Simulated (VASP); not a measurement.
# CaB2 (P6/mmm) in VASP: notebook, part 3 of 3

VASP 6.6.1. Earlier steps stand in the parts before.

### 6 Band structure, TB-mBJ

The input, POSCAR:

```
CaB2
1.0
    3.2264302843      0.0000000000      0.0000000000
   -1.6132151421      2.7941705897      0.0000000000
    0.0000000000      0.0000000000      4.0673920000
Ca B
1 2
Direct
    0.0000000000      0.0000000000      0.0000000000
    0.6666666667      0.3333333333      0.5000000000
    0.3333333333      0.6666666667      0.5000000000
```

The input, INCAR.step1:

```
  ALGO = Normal
  EDIFF = 1E-5
  ENCUT = 520
  GGA = PE
  ISIF = 2
  ISMEAR = -1
  LASPH = T
  LCHARG = F
  LREAL = F
  LWAVE = T
  NELM = 60
  PREC = Accurate
  SIGMA = 0.05
```

The input, INCAR.step2:

```
  ALGO = Normal
  EDIFF = 1E-6
  ENCUT = 520
  ISIF = 2
  ISMEAR = -1
  ISTART = 1
  LASPH = T
  LCHARG = F
  LREAL = F
  LWAVE = F
  METAGGA = MBJ
  NELM = 60
  PREC = Accurate
  SIGMA = 0.05
```

The input, KPOINTS:

```
k-points
0
Gamma
  9 9 7
```

The input, KPOINTS_OPT:

```
path GMKGALHA,LM,KH
10
line-mode
reciprocal
 0.0000000000  0.0000000000  0.0000000000  G
 0.5000000000  0.0000000000  0.0000000000  M

 0.5000000000  0.0000000000  0.0000000000  M
 0.3333333333  0.3333333333  0.0000000000  K

 0.3333333333  0.3333333333  0.0000000000  K
 0.0000000000  0.0000000000  0.0000000000  G

 0.0000000000  0.0000000000  0.0000000000  G
 0.0000000000  0.0000000000  0.5000000000  A

 0.0000000000  0.0000000000  0.5000000000  A
 0.5000000000  0.0000000000  0.5000000000  L

 0.5000000000  0.0000000000  0.5000000000  L
 0.3333333333  0.3333333333  0.5000000000  H

 0.3333333333  0.3333333333  0.5000000000  H
 0.0000000000  0.0000000000  0.5000000000  A

 0.5000000000  0.0000000000  0.5000000000  L
 0.5000000000  0.0000000000  0.0000000000  M

 0.3333333333  0.3333333333  0.0000000000  K
 0.3333333333  0.3333333333  0.5000000000  H
```

Potentials or basis: VASP PAW PBE potentials, release 64 (Ca_sv, B).

Launch:

```
$ cat potpaw_PBE.64/Ca_sv/POTCAR potpaw_PBE.64/B/POTCAR > POTCAR
$ cp INCAR.step1 INCAR
$ mpirun -np 1 vasp_std > vasp.out
$ cp INCAR.step2 INCAR
$ mpirun -np 1 vasp_std > vasp.out
```

OUTCAR:

```text
EDIFF = 1E-6
   ENCUT = 520
   ISIF = 2
   ISMEAR = -1
   ISTART = 1
   LASPH = T
   LREAL = F
   METAGGA = MBJ
   NELM = 60
   PREC = Accurate

 ion  position               nearest neighbor table
   1  0.000  0.000  0.000-
   2  0.667  0.333  0.500-   3 1.86   3 1.86   3 1.86
   3  0.333  0.667  0.500-   2 1.86   2 1.86   2 1.86

  LATTYP: Found a hexagonal cell.
 ALAT       =     3.2264302843
 C/A-ratio  =     1.2606477257

  Lattice vectors:

 A1 = (   3.2264302843,   0.0000000000,   0.0000000000)
 A2 = (  -1.6132151421,   2.7941705897,   0.0000000000)
 A3 = (   0.0000000000,   0.0000000000,   4.0673920000)

Analysis of symmetry for initial positions (statically):
=====================================================================
 Subroutine PRICEL returns:
 Original cell was already a primitive cell.

 Routine SETGRP: Setting up the symmetry group for a
 hexagonal supercell.

 Subroutine GETGRP returns: Found 24 space group operations
 (whereof 24 operations were pure point group operations)
 out of a pool of 24 trial point group operations.

The static configuration has the point symmetry D_6h.

Analysis of symmetry for dynamics (positions and initial velocities):
=====================================================================
 Subroutine PRICEL returns:
 Original cell was already a primitive cell.

 Routine SETGRP: Setting up the symmetry group for a
 hexagonal supercell.

 Subroutine GETGRP returns: Found 24 space group operations
 (whereof 24 operations were pure point group operations)
 out of a pool of 24 trial point group operations.

The dynamic configuration has the point symmetry D_6h.

 Subroutine INISYM returns: Found 24 space group operations
[... 124 lines left out ...]
   METAGGA = MBJ    functional components
   LHFCALC =     F    Hartree Fock is set to
   AEXX    =    0.0000 exact exchange contribution
   IVDW    =     0    specifies the selected vdW correction
   LEPSILON=     F    determine dielectric tensor
   LRPA    =     F    only Hartree local field effects (RPA)
 non-spin polarized calculation
  energy-cutoff  :      520.00
  volume of cell :       36.67
 maximum number of plane-waves:      1002
 NGX is ok and might be reduce to    24
   NGX = 11   NGY = 11   NGZ = 15

 number of electron      16.0000003 magnetization

 Free energy of the ion-electron system (eV)
  ---------------------------------------------------
  ext. energy  EPLUGINS =         0.00000000
  ---------------------------------------------------
  free energy    TOTEN  =        48.68339542 eV

  energy without entropy =       48.69272234  energy(sigma->0) =       48.68805888

 E-fermi :   4.6206     XC(G=0): -10.9445

 val. band max:        4.5793065224   @ k =   0.3333   0.3333   0.1429
 cond. band min:       4.6224443531   @ k =   0.3333   0.3333   0.0000
 fundamental gap:      0.0431378307
 Fermi energy:         4.6205671806

 k-point     1 :       0.0000    0.0000    0.0000
  band No.  band energies     occupation
      1     -36.0608      2.00000
      2     -16.7619      2.00000
      3     -16.6452      2.00000
      4     -16.6452      2.00000
      5      -6.0609      2.00000
      6       2.9139      2.00000
      7       4.7075      0.29885
      8       4.7075      0.29877
      9       5.4183      0.00000
     10       9.7567      0.00000
     11       9.7568      0.00000
     12      10.3826      0.00000
[... 331 lines left out ...]
 k-point    24 :       0.3333    0.3333    0.1429
  band No.  band energies     occupation
      1     -35.9437      2.00000
      2     -17.1277      2.00000
      3     -17.1276      2.00000
      4     -16.6072      2.00000
      5      -1.6272      2.00000
      6      -1.6272      2.00000
      7       0.4652      2.00000
      8       4.5793      1.39097
      9       4.5793      1.39068
     10       8.8064      0.00000
     11       8.8065      0.00000
     12      10.8110      0.00000

 [... further k-points ...]

------------------------ aborting loop because EDIFF is reached ----------------------------------------

  FORCE on cell =-STRESS in cart. coord.  units (eV):
  Direction    XX          YY          ZZ          XY          YZ          ZX
  --------------------------------------------------------------------------------------
  -------------------------------------------------------------------------------------
  Total      -35.2204147    -35.2204147    -31.5509862     -0.0000000     -0.0000000      0.0000000
  in kB    -1538.9121036  -1538.9121036  -1378.5809991     -0.0000000     -0.0000000      0.0000000
  external PRESSURE =   -1485.4684021 kB  Pullay stress =       0.0000000 kB

 VOLUME and BASIS-vectors are now :
 -----------------------------------------------------------------------------
  energy-cutoff  :      520.00
  volume of cell :       36.67
      direct lattice vectors                 reciprocal lattice vectors
     3.226430284  0.000000000  0.000000000     0.309940061  0.178943978  0.000000000
    -1.613215142  2.794170590  0.000000000     0.000000000  0.357887956  0.000000000
     0.000000000  0.000000000  4.067392000     0.000000000  0.000000000  0.245857788

 POSITION                                       TOTAL-FORCE (eV/Angst)
 -----------------------------------------------------------------------------------
      0.00000      0.00000      0.00000        -0.000000      0.000000     -0.000000
      1.61322      0.93139      2.03370         0.000000      0.000000      0.000000
     -0.00000      1.86278      2.03370        -0.000000     -0.000000     -0.000000
 -----------------------------------------------------------------------------------
    total drift:                               -0.000000      0.000000      0.000000

  FREE ENERGIE OF THE ION-ELECTRON SYSTEM (eV)
  ---------------------------------------------------
  free  energy   TOTEN  =        48.6833954208 eV

  energy  without entropy=       48.6927223374  energy(sigma->0) =       48.68805888
```

OUTCAR.step1:

```text
EDIFF = 1E-5
   ENCUT = 520
   GGA = PE
   ISIF = 2
[... 588 lines left out ...]
      0.00000      0.00000      0.00000         0.000000      0.000000      0.000000
      1.61322      0.93139      2.03370        -0.000000      0.000000      0.000000
     -0.00000      1.86278      2.03370         0.000000      0.000000     -0.000000
 -----------------------------------------------------------------------------------
    total drift:                               -0.000000      0.000000      0.000000

  FREE ENERGIE OF THE ION-ELECTRON SYSTEM (eV)
  ---------------------------------------------------
  free  energy   TOTEN  =       -15.7443434346 eV

  energy  without entropy=      -15.7363864007  energy(sigma->0) =      -15.74036492
```

Wall time 97 s (1 thread of Intel Xeon Platinum 8375C at 2.90GHz (Ice Lake), shared host); peak memory 0.18 GiB.

Results:

| Property | Result |
| --- | --- |
| Band gap along the path | none (metal or under the smearing width) |

Levels at the corners of the path, in eV from the Fermi level:
| point | band 4 | band 5 | band 6 | band 7 | band 8 | band 9 | band 10 | band 11 | band 12 |
| --- | --- | --- | --- | --- | --- | --- | --- | --- | --- |
| Γ | -21.27 | -10.68 | -1.71 | 0.09 | 0.09 | 0.80 | 5.14 | 5.14 | 5.76 |
| M | -21.23 | -7.19 | -6.51 | -1.42 | -1.39 | 1.13 | 3.37 | 4.84 | 6.18 |
| M | -21.23 | -7.19 | -6.51 | -1.42 | -1.39 | 1.13 | 3.37 | 4.84 | 6.18 |
| K | -21.21 | -6.18 | -6.18 | -4.29 | 0.00 | 0.00 | 3.85 | 3.85 | 6.21 |
| K | -21.21 | -6.18 | -6.18 | -4.29 | 0.00 | 0.00 | 3.85 | 3.85 | 6.21 |
| Γ | -21.27 | -10.68 | -1.71 | 0.09 | 0.09 | 0.80 | 5.14 | 5.14 | 5.76 |
| Γ | -21.27 | -10.68 | -1.71 | 0.09 | 0.09 | 0.80 | 5.14 | 5.14 | 5.76 |
| A | -21.26 | -9.75 | -4.43 | 0.64 | 0.64 | 3.55 | 3.86 | 3.86 | 4.08 |
| A | -21.26 | -9.75 | -4.43 | 0.64 | 0.64 | 3.55 | 3.86 | 3.86 | 4.08 |
| L | -21.31 | -7.69 | -5.71 | -1.92 | -0.68 | -0.50 | 5.18 | 5.82 | 5.90 |
| L | -21.31 | -7.69 | -5.71 | -1.92 | -0.68 | -0.50 | 5.18 | 5.82 | 5.90 |
| H | -21.29 | -6.51 | -6.51 | -3.51 | -0.16 | -0.16 | 5.72 | 6.23 | 6.23 |
| H | -21.29 | -6.51 | -6.51 | -3.51 | -0.16 | -0.16 | 5.72 | 6.23 | 6.23 |
| A | -21.26 | -9.75 | -4.43 | 0.64 | 0.64 | 3.55 | 3.86 | 3.86 | 4.08 |
| L | -21.31 | -7.69 | -5.71 | -1.92 | -0.68 | -0.50 | 5.18 | 5.82 | 5.90 |
| M | -21.23 | -7.19 | -6.51 | -1.42 | -1.39 | 1.13 | 3.37 | 4.84 | 6.18 |
| K | -21.21 | -6.18 | -6.18 | -4.29 | 0.00 | 0.00 | 3.85 | 3.85 | 6.21 |
| H | -21.29 | -6.51 | -6.51 | -3.51 | -0.16 | -0.16 | 5.72 | 6.23 | 6.23 |

Caveat: the PAW data sets were made with another functional, which shifts forces and pressure a little.

### 7 Overview

```tsv
level	further INCAR settings	pressure (GPa)
PW91	ALGO = Fast; EDIFF = 1e-06	-
r2SCAN	ALGO = Normal; EDIFF = 1e-06	0.2
SCAN	ALGO = Normal; EDIFF = 1e-06	-1.0
TPSS	ALGO = Normal; EDIFF = 1e-06	-0.3
TB-mBJ	ALGO = Normal; EDIFF = 1e-06	-
```

Alike in all rows: task band structure; potentials or basis VASP PAW PBE potentials, release 64 (Ca_sv, B); no spin polarisation; cell as given; k mesh 9 × 9 × 7; cutoff (eV) 520; smearing fermi-dirac 0.05 eV.

The pressure there spans -1.0 GPa (SCAN) to 0.2 GPa (r2SCAN); a positive pressure means that this level wants a larger cell, a negative one a smaller.

Caveats: the PAW data sets were made with another functional, which shifts forces and pressure a little.

Total energies depend on the potentials used, so only differences within one code and one set of settings carry meaning.
